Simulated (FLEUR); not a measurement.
# Ge (Fd-3m) in FLEUR: notebook

One crystal, Ge, is run at these levels: PBEsol; tasks: equation of state.

All numbers are computed with FLEUR MaX-R8.1 (later development tree); they aren't measurements. Logs are shortened: lines on timing, memory, paths and dates and some standing lists are left out, and cuts for length are marked.

**What was measured.**

“Sub-monolayer structures of Ag overlayers on Ge(111): experimental observations and first-principles study”, 2019, arxiv:1908.00180 quotes, for a bulk crystal of Ge: bulk modulus 75.8 GPa.

How close the calculation comes is told below.

**1. Starting point**

Symmetry: Fd-3m, No. 227, cubic system. Conventional cell: a = 5.658 Å, b = 5.658 Å, c = 5.658 Å, α = 90.00°, β = 90.00°, γ = 90.00°. Around Ge (site symmetry -43m) lie 4 Ge at 2.45 Å.

**2. Equation of state, PBEsol, 21.28 Å³/atom (volume scaled by 0.94)**

Input file inp.xml:

```xml
<?xml version="1.0" encoding="UTF-8" standalone="no"?>
<fleurInput fleurInputVersion="0.39">
   <comment>
      Ge                                                                                                  
   </comment>
   <calculationSetup>
      <cutoffs Kmax="4.71" Gmax="14.6" GmaxXC="14.6" numbands="0"/>
      <scfLoop itmax="60" minDistance="0.00001" maxIterBroyd="15" imix="Anderson" alpha="0.05" precondParam="0.0" spinf="2.0" sdNocoIR="T"/>
      <coreElectrons ctail="T" frcor="F" kcrel="0" coretail_lmax="0"/>
      <xcFunctional name="PBEs" relativisticCorrections="F"/>
      <magnetism jspins="1"/>
      <soc l_soc="F" theta="0.0" phi="0.0" spav="F"/>
      <expertModes spex="0" secvar="F"/>
      <geometryOptimization l_f="F" forcealpha="1.0" forcemix="BFGS" epsdisp="0.0005" epsforce="0.0002"/>
      <ldaU l_linMix="F" mixParam="0.05" spinf="1.0"/>
   </calculationSetup>
   <cell>
      <bzIntegration valenceElectrons="44.0" mode="hist" fermiSmearingEnergy="0.00183747">
         <kPointListSelection listName="default-1"/>
         <!-- k-points included here -->
         <xi:include xmlns:xi="http://www.w3.org/2001/XInclude" href="kpts.xml"> </xi:include>
      </bzIntegration>
      <!-- symmetry operations included here -->
      <xi:include xmlns:xi="http://www.w3.org/2001/XInclude" href="sym.xml"> </xi:include>
      <bulkLattice scale="0.9795861087">
         <bravaisMatrix>
            <row-1>    0.0000000000000000     5.3458651311421859     5.3458651311421859</row-1>
            <row-2>    5.3458651311421859     0.0000000000000000     5.3458651311421859</row-2>
            <row-3>    5.3458651311421859     5.3458651311421859     0.0000000000000000</row-3>
         </bravaisMatrix>
      </bulkLattice>
   </cell>
   <atomSpecies>
      <species name="Germanium (Ge)" element="Ge" atomicNumber="32">
         <mtSphere radius="2.08" gridPoints="707" logIncrement="0.017"/>
         <atomicCutoffs lmax="9" lnonsphr="9"/>
         <electronConfig flipSpins="F">
            <coreConfig>(1s1/2) (2s1/2) (2p1/2) (2p3/2)</coreConfig>
            <valenceConfig>(3s1/2) (3p1/2) (3p3/2) (4s1/2) (3d3/2) (3d5/2) (4p1/2) (4p3/2)</valenceConfig>
            <stateOccupation state="(4p1/2)" spinUp="0.333333" spinDown="0.333333"/>
            <stateOccupation state="(4p3/2)" spinUp="0.666667" spinDown="0.666667"/>
         </electronConfig>
         <energyParameters s="4" p="4" d="3" f="4"/>
         <lo type="SCLO" l="0" n="3" eDeriv="0"/>
         <lo type="SCLO" l="1" n="3" eDeriv="0"/>
         <lo type="SCLO" l="1" n="3" eDeriv="1"/>
         <lo type="HELO" l="2" n="4" eDeriv="0"/>
         <lo type="HELO" l="2" n="4" eDeriv="1"/>
         <lo type="SCLO" l="3" n="4" eDeriv="2"/>
      </species>
   </atomSpecies>
   <atomGroups>
      <atomGroup species="Germanium (Ge)">
         <relPos label="                   1">-3.000/8.000 -3.000/8.000 -3.000/8.000</relPos>
         <relPos label="                   2">3.000/8.000 3.000/8.000 3.000/8.000</relPos>
         <force calculate="T" relaxXYZ="TTT"/>
      </atomGroup>
   </atomGroups>
   <output dos="F" band="F" slice="F">
      <checks vchk="F" cdinf="F"/>
      <bandDOS minEnergy="-.5*Htr" maxEnergy="0.5*Htr" sigma="0.015" storeEVData="T"/>
      <vacuumDOS vacdos="F" integ="F" star="F" nstars="0" locx1="0.0" locy1="0.0" locx2="0.0" locy2="0.0" nstm="0" tworkf="0.0"/>
      <unfoldingBand unfoldBand="F" supercellX="1" supercellY="1" supercellZ="1"/>
      <plotting iplot="0" polar="F">
         <plot TwoD="T" vec1="  1.0  0.0  0.0" vec2="  0.0  1.0  0.0" vec3="  0.0  0.0  1.0" zero="  0.0  0.0  0.0" file="plot"/>
      </plotting>
      <chargeDensitySlicing numkpt="0" minEigenval="0.0" maxEigenval="0.0" nnne="0" pallst="F"/>
      <specialOutput eonly="F"/>
      <moessbauerParams electricFieldGradient="T" isomerShift="T" coreHyperfine="T" valenceHyperfine="T"/>
      <magneticCircularDichroism mcd="F" energyLo="-10.0" energyUp="0.0"/>
   </output>
  <!-- We include the file relax.xml here to enable relaxations (see documentation) -->
  <xi:include xmlns:xi="http://www.w3.org/2001/XInclude" href="relax.xml"> <xi:fallback/> </xi:include>
</fleurInput>
```

Potentials or basis: all-electron, FLAPW.

On the command line:

```console
$ inpgen -f crystal.txt -profile fastHighL
$ # inp.xml edited to the form shown
$ fleur_MPI
```

Output:

```text
Welcome to FLEUR        (www.flapw.de)
      MaX-Release 8.1          (www.max-centre.eu)

 ========== k-point set info ==========
 Selected k-point list: default-1
 k-point list type: mesh
 8 x 8 x 8
 Number of k points: 29

 ------------Calculation Setup---------------------------
 Number of MPI-tasks      :            1
 Number of PE/node        :            1
 Number of OMP-threads    :            1
 Most efficient MPI parallelization for:
           1          29
 Additional eigenvalue parallelization possible
 Number of basis functions:          615
 Approximate size of matrices (H+S) per k-point:         0.006 GB
 --------------------------------------------------------
 Iteration:     1   Distance:       7.03062336 me/bohr^3
 Iteration:     2   Distance:       6.58001224 me/bohr^3
 Iteration:     3   Distance:       2.50985767 me/bohr^3
 Iteration:     4   Distance:       0.37627266 me/bohr^3
 Iteration:     5   Distance:       0.37902867 me/bohr^3
 Iteration:     6   Distance:       0.04742051 me/bohr^3
 Iteration:     7   Distance:       0.02927548 me/bohr^3
 Iteration:     8   Distance:       0.00614847 me/bohr^3
 Iteration:     9   Distance:       0.00089941 me/bohr^3
 Iteration:    10   Distance:       0.00046155 me/bohr^3
 Iteration:    11   Distance:       0.00003929 me/bohr^3
 Iteration:    12   Distance:       0.00001490 me/bohr^3
 Iteration:    13   Distance:       0.00000181 me/bohr^3

 ********************************************************************
 Run finished successfully
 Stop message:
   all done
 ********************************************************************
```

out.xml (last iteration):

```text
<iteration numberForCurrentRun="   13" overallNumber="   13">
         <energyParameters units="Htr">
            <atomicEP atomType="1" spin="1" branch="4s" branchLowest="-5.75" branchHighest="1.21" value="-0.1606875557"/>
            <atomicEP atomType="1" spin="1" branch="4p" branchLowest="-3.81" branchHighest="1.94" value="0.0412886771"/>
            <atomicEP atomType="1" spin="1" branch="3d" branchLowest="-9.99" branchHighest="-0.61" value="-0.6483611806"/>
            <atomicEP atomType="1" spin="1" branch="4f" branchLowest="-9.99" branchHighest="3.88" value="0.3932092122"/>
            <loAtomicEP atomType="1" spin="1" branch="3s" branchLowest="-49.93" branchHighest="-5.75" value="-5.7536044236"/>
            <loAtomicEP atomType="1" spin="1" branch="3p" branchLowest="-43.58" branchHighest="-3.81" value="-3.8192678686"/>
            <loAtomicEP atomType="1" spin="1" branch="3p" branchLowest="-43.58" branchHighest="-3.81" value="-3.8192678686"/>
            <heloAtomicEP atomType="1" spin="1" branch="4d" branchLowest="2.30" branchHighest="2.30" value="2.3024226839"/>
            <heloAtomicEP atomType="1" spin="1" branch="4d" branchLowest="2.30" branchHighest="2.30" value="2.3024226839"/>
            <loAtomicEP atomType="1" spin="1" branch="4f" branchLowest="-9.99" branchHighest="3.88" value="0.3932126477"/>
         </energyParameters>
         <eigenvalues>
            <eigenvaluesAt spin="1" ikpt="1" k_x="0.00000000" k_y="0.00000000" k_z="0.00000000">
                      -5.7536625095       -5.7535391815       -3.8173733893       -3.8173733893       -3.8173733893
                      -3.8169463980       -3.8169463980       -3.8169463980       -0.6618550850       -0.6618550850
                      -0.6618550850       -0.6603403042       -0.6603403042       -0.6512346759       -0.6512346759
                      -0.6512346759       -0.6505277628       -0.6505277628       -0.2340613504        0.2541185690
                       0.2541185690        0.2541185690        0.2751235464        0.3478216780        0.3478216780
                       0.3478216780        0.4887570666        0.6065519078        0.6065519078        0.6515403404
                       0.6515403404        0.6515403404        0.7643195518        1.2215745589
            </eigenvaluesAt>
            <eigenvaluesAt spin="1" ikpt="2" k_x="0.00000000" k_y="0.00000000" k_z="0.12500000">
                      -5.7536589875       -5.7535426450       -3.8173774208       -3.8173774208       -3.8173658729
                      -3.8169524487       -3.8169419682       -3.8169419682       -0.6622092928       -0.6622092928
                      -0.6617412608       -0.6598323353       -0.6598323353       -0.6517060438       -0.6517060438
                      -0.6513553035       -0.6501269204       -0.6501269204       -0.2266282895        0.1693456452
                       0.2406444778        0.2406444778        0.3015754520        0.3656175395        0.3656175395
                       0.3887794209        0.5255371690        0.5700499157        0.5700499157        0.6250907435
                       0.7155860425        0.7155860425        0.8194467846        1.0867724750
            </eigenvaluesAt>
            <eigenvaluesAt spin="1" ikpt="3" k_x="0.00000000" k_y="0.00000000" k_z="0.25000000">
                      -5.7536495786       -5.7535520885       -3.8173869448       -3.8173869448       -3.8173485053
                      -3.8169700228       -3.8169317129       -3.8169317129       -0.6626316547       -0.6626316547
                      -0.6614814268       -0.6590800632       -0.6590800632       -0.6522752262       -0.6522752262
                      -0.6516709961       -0.6496998888       -0.6496998888       -0.2049908867        0.0765273588
                       0.2190839924        0.2190839924        0.2847595473        0.3894242807        0.3894242807
                       0.4725984173        0.5469692777        0.5609063364        0.5609063364        0.6625183303
                       0.8174058665        0.8174058665        0.9247787583        0.9423616355
            </eigenvaluesAt>
            <eigenvaluesAt spin="1" ikpt="4" k_x="0.00000000" k_y="0.00000000" k_z="0.37500000">
                      -5.7536378138       -5.7535638535       -3.8173958662       -3.8173958662       -3.8173295089
                      -3.8169890922       -3.8169219324       -3.8169219324       -0.6628327243       -0.6628327243
                      -0.6612120729       -0.6586336100       -0.6586336100       -0.6525582794       -0.6525582794
                      -0.6519946177       -0.6494777790       -0.6494777790       -0.1729661345       -0.0003601574
                       0.2039852483        0.2039852483        0.2707176597        0.3932332943        0.3932332943
                       0.5179480828        0.5716736267        0.6080243701        0.6080243701        0.7398591933
                       0.8118031371        0.8118031371        0.8909557578        0.9412428808
            </eigenvaluesAt>
         </eigenvalues>
         <bandgap value="0.3184253115" units="eV"/>
         <sumValenceSingleParticleEnergies value="-81.6366137892" units="Htr"/>
         <FermiEnergy value="0.2593668482" units="Htr"/>
         <valenceDensity>
            <mtCharges spin="1">
               <mtCharge atomType="1" total="19.8224683" s="2.9134991" p="6.9583578" d="9.9438804" f="0.0053742"/>
            </mtCharges>
            <spinDependentCharge spin="1" total="44.0000000" interstitial="4.3550634" mtSpheres="39.6449366"/>
            <totalCharge value="44.0000000000"/>
         </valenceDensity>
         <coreStates atomType="     1" atomicNumber=" 32" spin="1" kinEnergy="   1816.7078444903" eigValSum="  -1165.3413723069" lostElectrons=" 0.000000">
            <state n="1" l="0" j="0.5" energy="-401.9451998104" weight="1.0000000000"/>
            <state n="2" l="0" j="0.5" energy="-49.9302242534" weight="1.0000000000"/>
            <state n="2" l="1" j="0.5" energy="-44.3783341958" weight="1.0000000000"/>
            <state n="2" l="1" j="1.5" energy="-43.2084639469" weight="2.0000000000"/>
         </coreStates>
         <allElectronCharges>
            <spinDependentCharge spin="1" total="64.0000000" interstitial="4.3550634" mtSpheres="59.6449366"/>
            <totalCharge value="64.0000000005"/>
         </allElectronCharges>
         <moessbauerParams unitsHFF="kG" unitsIS="e/bohr^3" unitsEFG="Htr/bohr^2">
            <coreIsomerShift atomType="1" isTotal="31396.08582">
               <shell n="1" l="0" isomerShift="28504.48304"/>
               <shell n="2" l="0" isomerShift="2866.41999"/>
               <shell n="2" l="1" isomerShift="25.18279"/>
            </coreIsomerShift>
            <isomerShift atomType="1" nucleusRadius="0.0000986" averageDensity="31863.80689"/>
            <electricFieldGradient atomType="1" VXX="0.00000" VYY="0.00000" VZZ="0.00000" asymParam="0.00000">
            </electricFieldGradient>
         </moessbauerParams>
         <totalEnergy                                    value="    -4195.1186681807" units="Htr">
            <sumOfEigenvalues                            value="    -2412.3193584029">
               <coreElectrons value="-2330.6827446137"/>
               <valenceElectrons value="-81.6366137892"/>
            </sumOfEigenvalues>
            <densityCoulombPotentialIntegral value="-6489.6872805155"/>
            <densityEffectivePotentialIntegral value="-6694.9015195184"/>
            <chargeDenXCDenIntegral value="-156.4468126944"/>
            <FockExchangeEnergyValence value="0.0000000000"/>
            <FockExchangeEnergyCore value="0.0000000000"/>
            <atomTypeDependentContributions atomType="1">
               <electronNucleiInteractionDifferentMTs value="5040.6223028725"/>
               <MadelungTerm value="-35.7880734715"/>
            </atomTypeDependentContributions>
            <tkbTimesEntropy value="0.0000105454"/>
            <freeEnergy value="-4195.1186787261"/>
            <extrapolationTo0K value="-4195.1186734534"/>
         </totalEnergy>
         <densityConvergence units="me/bohr^3">
            <chargeDensity spin="1" distance="0.0000018139"/>
         </densityConvergence>
      </iteration>
```

It took 36 s on 1 thread of Arm Neoverse V2, shared host; peak memory 0.06 GiB.

What came out:

| Property | Result |
| --- | --- |
| Free energy | -114154.9947 eV |
| Band gap on the k mesh | 0.32 eV, indirect (least direct gap 0.57 eV) |
| Valence electrons inside the program's atomic spheres | Ge 19.82 (radii Ge 2.08 bohr) |

**3. Equation of state, PBEsol, 21.73 Å³/atom (volume scaled by 0.96)**

inp.xml: that of step 2 with these lines changed.

```diff
@@ -24,3 +24,3 @@
       <xi:include xmlns:xi="http://www.w3.org/2001/XInclude" href="sym.xml"> </xi:include>
-      <bulkLattice scale="0.9795861087">
+      <bulkLattice scale="0.9864848297">
          <bravaisMatrix>
```

Potentials or basis: all-electron, FLAPW.

On the command line:

```console
$ inpgen -f crystal.txt -profile fastHighL
$ # inp.xml edited to the form shown
$ fleur_MPI
```

Wall time 37 s (1 thread of Arm Neoverse V2, shared host); peak memory 0.06 GiB.

It converged, with:

```yaml
Free_energy: -114155.0210 eV
Band_gap_on_the_k_mesh: 0.25 eV, indirect (least direct gap 0.37 eV)
Valence_electrons_inside_the_program's_atomic_spheres: Ge 19.81 (radii Ge 2.08 bohr)
```

**4. Equation of state, PBEsol, 22.19 Å³/atom (volume scaled by 0.98)**

inp.xml: that of step 3 with these lines changed.

```diff
@@ -24,3 +24,3 @@
       <xi:include xmlns:xi="http://www.w3.org/2001/XInclude" href="sym.xml"> </xi:include>
-      <bulkLattice scale="0.9864848297">
+      <bulkLattice scale="0.9932883884">
          <bravaisMatrix>
```

On the command line:

```console
$ inpgen -f crystal.txt -profile fastHighL
$ # inp.xml edited to the form shown
$ fleur_MPI
```

Wall time 38 s (1 thread of Arm Neoverse V2, shared host); peak memory 0.06 GiB.

The run converged. Its results:

```
Free energy                                           : -114155.0373 eV
Band gap on the k mesh                                : 0.18 eV, direct
Valence electrons inside the program's atomic spheres : Ge 19.79 (radii Ge 2.08 bohr)
```

**5. Equation of state, PBEsol, 22.64 Å³/atom**

inp.xml: that of step 4 with these lines changed.

```diff
@@ -24,3 +24,3 @@
       <xi:include xmlns:xi="http://www.w3.org/2001/XInclude" href="sym.xml"> </xi:include>
-      <bulkLattice scale="0.9932883884">
+      <bulkLattice scale="1.0000000000">
          <bravaisMatrix>
```

On the command line:

```console
$ inpgen -f crystal.txt -profile fastHighL
$ # inp.xml edited to the form shown
$ fleur_MPI
```

It took 39 s on 1 thread of Arm Neoverse V2, shared host; peak memory 0.06 GiB.

Results (log left out):

```
Free energy                                           : -114155.0449 eV
Band gap on the k mesh                                : none (metal or under the smearing width)
Valence electrons inside the program's atomic spheres : Ge 19.78 (radii Ge 2.08 bohr)
```

**6. Equation of state, PBEsol, 23.09 Å³/atom (volume scaled by 1.02)**

inp.xml: that of step 5 with these lines changed.

```diff
@@ -24,3 +24,3 @@
       <xi:include xmlns:xi="http://www.w3.org/2001/XInclude" href="sym.xml"> </xi:include>
-      <bulkLattice scale="1.0000000000">
+      <bulkLattice scale="1.0066227096">
          <bravaisMatrix>
```

Potentials or basis: all-electron, FLAPW.

On the command line:

```console
$ inpgen -f crystal.txt -profile fastHighL
$ # inp.xml edited to the form shown
$ fleur_MPI
```

Wall time 40 s (1 thread of Arm Neoverse V2, shared host); peak memory 0.06 GiB.

It converged, with:

* Free energy: -114155.0448 eV
* Band gap on the k mesh: none (metal or under the smearing width)
* Valence electrons inside the program's atomic spheres: Ge 19.76 (radii Ge 2.08 bohr)

**7. Equation of state, PBEsol, 23.54 Å³/atom (volume scaled by 1.04)**

inp.xml: that of step 6 with these lines changed.

```diff
@@ -24,3 +24,3 @@
       <xi:include xmlns:xi="http://www.w3.org/2001/XInclude" href="sym.xml"> </xi:include>
-      <bulkLattice scale="1.0066227096">
+      <bulkLattice scale="1.0131594038">
          <bravaisMatrix>
```

On the command line:

```console
$ inpgen -f crystal.txt -profile fastHighL
$ # inp.xml edited to the form shown
$ fleur_MPI
```

Wall time 42 s (1 thread of Arm Neoverse V2, shared host); peak memory 0.06 GiB.

Results (log left out):

- Free energy: -114155.0377 eV
- Band gap on the k mesh: none (metal or under the smearing width)
- Valence electrons inside the program's atomic spheres: Ge 19.75 (radii Ge 2.08 bohr)

**8. Equation of state, PBEsol, 24.00 Å³/atom (volume scaled by 1.06)**

inp.xml: that of step 7 with these lines changed.

```diff
@@ -24,3 +24,3 @@
       <xi:include xmlns:xi="http://www.w3.org/2001/XInclude" href="sym.xml"> </xi:include>
-      <bulkLattice scale="1.0131594038">
+      <bulkLattice scale="1.0196128224">
          <bravaisMatrix>
```

On the command line:

```console
$ inpgen -f crystal.txt -profile fastHighL
$ # inp.xml edited to the form shown
$ fleur_MPI
```

Run time: 43 s. Hardware: 1 thread of Arm Neoverse V2, shared host; peak memory 0.06 GiB.

The run converged. Its results:

- Free energy: -114155.0240 eV
- Band gap on the k mesh: none (metal or under the smearing width)
- Valence electrons inside the program's atomic spheres: Ge 19.74 (radii Ge 2.08 bohr)

**9. Equation of state, PBEsol**

Potentials or basis: all-electron, FLAPW.

This step only gathers the single runs of the series.

Results:

```
Equilibrium volume                      : 22.85 Å³/atom
Bulk modulus                            : 66 GPa
Pressure derivative of the bulk modulus : 4.5 (rough: it moves with the points fitted)
```

Energy against volume, from the lowest point:
```
volume (Å³/atom)  energy (meV/atom)
          21.281              25.10
          21.733              11.96
          22.186               3.81
          22.639               0.00
          23.092               0.05
          23.545               3.61
          23.997              10.44
```

**10. Comparison with measurements**

Step 9. Measured bulk modulus of Ge: 75.8 GPa (quoted in “Sub-monolayer structures of Ag overlayers on Ge(111): experimental observations and first-principles study”, 2019, arxiv:1908.00180). This calculation gives 66 GPa (-12.3 %). The fit is for a static lattice scaled at fixed shape and fixed fractional positions. The cell as given is a measured one (22.64 Å³/atom); PBEsol puts the equilibrium volume +0.9 % from it, thermal expansion not counted.
